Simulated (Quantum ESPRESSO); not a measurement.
The system is Hf.

```
Hf
1.0
     0.00000    2.22000    2.22000
     2.22000    0.00000    2.22000
     2.22000    2.22000    0.00000
Hf
1
Direct
  0.00000 0.00000 0.00000
```

This isn't the form of Hf at room conditions, which is hcp.

* Program: Quantum ESPRESSO 7.5
* Task: single point
* Functional: PBE
* Potentials or basis: SSSP 1.3 efficiency PBE
* Cutoff: 816 eV
* Density cutoff: 3265 eV
* k mesh: 10 × 10 × 10
* Occupations: fermi-dirac, width 0.05 eV
* Spin: no spin polarisation

On this cell: pressure 3.2 GPa; band gap on the k mesh none (metal or under the smearing width).

The same run follows on a disturbed copy (cell strained at random at fixed volume):

```xyz
1
Lattice="-0.0435 2.2075 2.2134 2.1628 -0.0427 2.2126 2.1720 2.2159 -0.0519" Properties=species:S:1:pos:R:3 pbc="T T T"
Hf   -0.0318   -0.0028   -0.0204
```

**Question.** What does the disturbed cell give?

**Answer.** The energy (extrapolated to zero smearing) moves by +8.9 meV/atom; pressure 3.3 GPa; band gap on the k mesh none (metal or under the smearing width).

Stress tensor (GPa, compression positive):
```
3.97 1.30 1.83
1.30 3.01 1.67
1.83 1.67 2.86
```
